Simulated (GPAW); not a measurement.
# Si2Ni (Fm-3m) in GPAW: further runs, part 2 of 2

GPAW 26.7.0. The steps go on from the part before.

## Step 5: Single point, LDA, collinear spin, ferromagnetic start

The input, run.py:

```python
from ase.dft.bandgap import bandgap
from ase.io import read, write
from ase.units import GPa
from gpaw import GPAW, PW

atoms = read('POSCAR')
atoms.set_initial_magnetic_moments([1.0, 0.0, 0.0])

calc = GPAW(mode=PW(600),
            xc='LDA',
            kpts={'size': (9, 9, 9), 'gamma': True},
            occupations={'name': 'methfessel-paxton', 'order': 0, 'width': 0.05},
            nbands=24,
            convergence={'density': 1e-05, 'energy': 1e-05},
            maxiter=150,
            txt='gpaw.txt')
atoms.calc = calc
energy = atoms.get_potential_energy()
forces = atoms.get_forces()
stress = atoms.get_stress()
calc.write('gs.gpw')
write('result.traj', atoms)
print(f'Energy: {energy:.6f} eV')
print('Forces (eV/A):')
print(forces.round(4))
print('Stress (GPa):', (stress / GPa).round(3))
print('Moments:', calc.get_magnetic_moments().round(3))
print('Fermi level:', round(calc.get_fermi_level(), 4), 'eV')
print(f'Gap: {bandgap(calc)[0]:.4f} eV, direct: {bandgap(calc, direct=True)[0]:.4f} eV')
```

The input, POSCAR:

```
Si2Ni
1.0
    0.0000000000      2.7030000000      2.7030000000
    2.7030000000      0.0000000000      2.7030000000
    2.7030000000      2.7030000000      0.0000000000
Ni Si
1 2
Direct
    0.0000000000      0.0000000000      0.0000000000
    0.7500000000      0.7500000000      0.7500000000
    0.2500000000      0.2500000000      0.2500000000
```

Potentials or basis: the program's PAW data sets (release 1.2.1) made for this functional, pw.

Command:

```bash
> OMP_NUM_THREADS=1 python run.py
```

gpaw.txt:

```text
__  _  _
 | _ |_)|_||  |
 |__||  | ||/\| - 26.7.0

Input parameters:
  mode=PW(ecut=600.0),
  convergence={'density': 1e-05, 'energy': 1e-05},
  kpts=MonkhorstPack(size=(9, 9, 9), gamma=True),
  maxiter=150,
  nbands=24,
  occupations=Occupations(name='methfessel-paxton', order=0, width=0.05),
  xc=XC(name='LDA')

Diagonalizing LCAO Hamiltonian
Converting LCAO to pw mode

                    Si

           Si

       Ni

Atoms  # Å, Bohr magnetons
|   | symbol |        x |        y |        z |    initial magnetic moments |
|---|--------|----------|----------|----------|-----------------------------|
| 0 |     Ni | 0.000000 | 0.000000 | 0.000000 | ( 0.0000,  0.0000,  1.0000) |
| 1 |     Si | 4.054500 | 4.054500 | 4.054500 | ( 0.0000,  0.0000,  0.0000) |
[... 228 lines left out ...]

Local magnetic moments
|        x |        y |         z |
|----------|----------|-----------|
| 0.000000 | 0.000000 | -0.000002 |  # Ni   0
| 0.000000 | 0.000000 |  0.000000 |  # Si   1
| 0.000000 | 0.000000 |  0.000000 |  # Si   2

Fermi level: 9.494
Eigenvalues  # (at kpt = [0.000, 0.000, 0.000])
| band index |      eig [eV] | occ [0-1] |      eig [eV] | occ [0-1] |
|------------|---------------|-----------|---------------|-----------|
|          0 |       -55.237 |     1.000 |       -55.237 |     1.000 |
|        ... |               |           |               |           |
|          2 |       -55.237 |     1.000 |       -55.237 |     1.000 |
|          3 |        -4.419 |     1.000 |        -4.419 |     1.000 |
|          4 |         4.193 |     1.000 |         4.193 |     1.000 |
|          5 |         4.193 |     1.000 |         4.193 |     1.000 |
|          6 |         4.193 |     1.000 |         4.193 |     1.000 |
|          7 |         5.887 |     1.000 |         5.887 |     1.000 |
[... 8 lines left out ...]
|         16 |        14.109 |     0.000 |        14.109 |     0.000 |
|         17 |        14.109 |     0.000 |        14.109 |     0.000 |
|        ... |               |           |               |           |
|         23 |        30.272 |     0.000 |        30.272 |     0.000 |

No gap
No difference between direct/indirect transitions

Forces  # eV/Ang
|       x |        y |        z |
|---------|----------|----------|
| 0.00000 | -0.00000 | -0.00000 |  # Ni   0
| 0.00000 | -0.00000 |  0.00000 |  # Si   1
| 0.00000 |  0.00000 | -0.00000 |  # Si   2

Stress tensor  # eV/Ang^3
|         x |        y |         z |
|-----------|----------|-----------|
|  0.020580 | 0.000000 | -0.000000 |
|  0.000000 | 0.020580 |  0.000000 |
| -0.000000 | 0.000000 |  0.020580 |

# Writing to gs.gpw (mode='')
```

stdout:

```text
Energy: -21.706808 eV
Forces (eV/A):
[[ 0. -0. -0.]
 [ 0. -0.  0.]
 [ 0.  0. -0.]]
Stress (GPa): [ 3.297  3.297  3.297  0.    -0.     0.   ]
Moments: [-0.  0.  0.]
Fermi level: 9.4941 eV
Gap: 0.0000 eV, direct: 0.0000 eV
```

Wall time 62 s (1 thread of Arm Neoverse V1, shared host); peak memory 0.2 GiB.

Results:

- Free energy: -21.7072 eV
- Pressure: -3.3 GPa
- Band gap on the k mesh: none (metal or under the smearing width)
- Net moment: 0.00 μB per cell

Caveat: the stock nickel data set gives pressures a few GPa off other programs.

## Step 6: Single point, RPBE, collinear spin, ferromagnetic start

Changes to run.py since step 5:

```diff
@@ -9,5 +9,5 @@
 calc = GPAW(mode=PW(600),
-            xc='LDA',
+            xc='RPBE',
             kpts={'size': (9, 9, 9), 'gamma': True},
-            occupations={'name': 'methfessel-paxton', 'order': 0, 'width': 0.05},
+            occupations={'name': 'methfessel-paxton', 'order': 0, 'width': 0.02},
             nbands=24,
```

POSCAR is that of step 5.

Potentials or basis: the program's PAW data sets (release 1.2.1) made for this functional, pw.

Command:

```bash
> OMP_NUM_THREADS=1 python run.py
```

gpaw.txt:

```text
__  _  _
 | _ |_)|_||  |
 |__||  | ||/\| - 26.7.0

Input parameters:
  mode=PW(ecut=600.0),
  convergence={'density': 1e-05, 'energy': 1e-05},
  kpts=MonkhorstPack(size=(9, 9, 9), gamma=True),
  maxiter=150,
  nbands=24,
  occupations=Occupations(name='methfessel-paxton', order=0, width=0.02),
  xc=XC(name='RPBE')

Diagonalizing LCAO Hamiltonian
Converting LCAO to pw mode

                    Si

           Si

       Ni

Atoms  # Å, Bohr magnetons
|   | symbol |        x |        y |        z |    initial magnetic moments |
|---|--------|----------|----------|----------|-----------------------------|
| 0 |     Ni | 0.000000 | 0.000000 | 0.000000 | ( 0.0000,  0.0000,  1.0000) |
| 1 |     Si | 4.054500 | 4.054500 | 4.054500 | ( 0.0000,  0.0000,  0.0000) |
| 2 |     Si | 1.351500 | 1.351500 | 1.351500 | ( 0.0000,  0.0000,  0.0000) |

Unit cell  # Å
| periodic |        x |        y |        z |  lengths |    angles |
|----------|----------|----------|----------|----------|-----------|
|      yes | 0.000000 | 2.703000 | 2.703000 | 3.822619 | 60.000000 |
|      yes | 2.703000 | 0.000000 | 2.703000 | 3.822619 | 60.000000 |
|      yes | 2.703000 | 2.703000 | 0.000000 | 3.822619 | 60.000000 |

Number of symmetries: 48
Symmetry operations  # r_c * U_cc + t_c -> r_c
|    | kind |            matrix            |
|----|------|------------------------------|
|  0 |  σ   |  1, 0, 0,  1, 0,-1,  1,-1, 0 |
|  1 |  C2  |  1, 0, 0,  1,-1, 0,  1, 0,-1 |
[... 192 lines left out ...]
|iter:  11| |  -17.879201c| -7.69c| -4.72 |  -0.0000|
|iter:  12| |  -17.879201c| -8.08c| -5.13c|  -0.0000|

Converged in 12 steps
Energy contributions relative to reference atoms: (reference = -57152.993029)

Energy contributions:
  Kinetic:          16.328827
  Coulomb:         -11.050820
  Zero:              0.050137
  External:          0.000000
  Xc:              -23.207204
  Entropy:          -0.000281
  Spinorbit:         0.000000
  ----------------------------
  Free energy:     -17.879341
  Extrapolated:    -17.879201

dipole moment: (-11.161671, -11.161671, -11.161671)  # |e|*Ang

Total magnetic moment: (0.000000, 0.000000, -0.000021)

Local magnetic moments
|        x |        y |         z |
|----------|----------|-----------|
| 0.000000 | 0.000000 | -0.000005 |  # Ni   0
| 0.000000 | 0.000000 | -0.000002 |  # Si   1
| 0.000000 | 0.000000 | -0.000002 |  # Si   2

Fermi level: 9.876
Eigenvalues  # (at kpt = [0.000, 0.000, 0.000])
| band index |      eig [eV] | occ [0-1] |      eig [eV] | occ [0-1] |
|------------|---------------|-----------|---------------|-----------|
|          0 |       -55.307 |     1.000 |       -55.307 |     1.000 |
|        ... |               |           |               |           |
|          2 |       -55.307 |     1.000 |       -55.307 |     1.000 |
|          3 |        -4.096 |     1.000 |        -4.096 |     1.000 |
|          4 |         4.594 |     1.000 |         4.594 |     1.000 |
|          5 |         4.594 |     1.000 |         4.594 |     1.000 |
|          6 |         4.594 |     1.000 |         4.594 |     1.000 |
|          7 |         6.283 |     1.000 |         6.283 |     1.000 |
[... 8 lines left out ...]
|         16 |        14.524 |     0.000 |        14.524 |     0.000 |
|         17 |        14.524 |     0.000 |        14.524 |     0.000 |
|        ... |               |           |               |           |
|         23 |        30.825 |     0.000 |        30.825 |     0.000 |

No gap
No difference between direct/indirect transitions

Forces  # eV/Ang
|        x |        y |        z |
|----------|----------|----------|
| -0.00000 |  0.00000 |  0.00000 |  # Ni   0
|  0.00000 |  0.00000 |  0.00000 |  # Si   1
|  0.00000 | -0.00000 | -0.00000 |  # Si   2

Stress tensor  # eV/Ang^3
|         x |         y |         z |
|-----------|-----------|-----------|
| -0.051770 |  0.000000 | -0.000000 |
|  0.000000 | -0.051770 |  0.000000 |
| -0.000000 |  0.000000 | -0.051770 |

# Writing to gs.gpw (mode='')
```

stdout:

```text
Energy: -17.879201 eV
Forces (eV/A):
[[-0.  0.  0.]
 [ 0.  0.  0.]
 [ 0. -0. -0.]]
Stress (GPa): [-8.294 -8.294 -8.294  0.    -0.     0.   ]
Moments: [-0. -0. -0.]
Fermi level: 9.8759 eV
Gap: 0.0000 eV, direct: 0.0000 eV
```

Wall time 64 s (1 thread of Arm Neoverse V1, shared host); peak memory 0.2 GiB.

Results:

- Free energy: -17.8793 eV
- Pressure: 8.3 GPa
- Band gap on the k mesh: none (metal or under the smearing width)
- Net moment: 0.00 μB per cell

Caveat: the stock nickel data set gives pressures a few GPa off other programs.

## Step 7: The runs side by side

| task | level | potentials or basis | cell | smearing | eigensolver | optimizer | fmax | max steps | target pressure | gap on the mesh (eV) | pressure (GPa) | moment (μB) |
| --- | --- | --- | --- | --- | --- | --- | --- | --- | --- | --- | --- | --- |
| relaxation of cell and atoms | BLYP+D4 | PAW data sets generated in the run's folder for this functional, pw | relaxed to 1 GPa | fermi-dirac 0.05 eV | davidson | BFGS | 0.02 eV/Å | 100 | 1 GPa | none | 0.8 | 0.00 |
| single point | PBE | GPAW PAW data sets (gpaw-data 1.2.1), pw | as given | gaussian 0.029 eV | - | - | - | - | - | none | 5.3 | 0.00 |
| single point | PBE | GPAW PAW data sets (gpaw-data 1.2.1), pw | as given | gaussian 0.03 eV | - | - | - | - | - | none | 5.3 | 0.00 |
| single point | LDA | the program's PAW data sets (release 1.2.1) made for this functional, pw | as given | gaussian 0.05 eV | - | - | - | - | - | none | -3.3 | 0.00 |
| single point | RPBE | the program's PAW data sets (release 1.2.1) made for this functional, pw | as given | gaussian 0.02 eV | - | - | - | - | - | none | 8.3 | 0.00 |

Alike in all rows: spin collinear, ferromagnetic start; k mesh 9 × 9 × 9; cutoff (eV) 600.

Caveats: the stock nickel data set gives pressures a few GPa off other programs; each step starts from the last one's moments, so a moment once lost doesn't come back (some runs); later steps reuse the first step's grids (some runs); pairwise dispersion overbinds metals, which lowers pressure and volume (some runs).

Absolute energies hang on the potentials; compare differences alone.
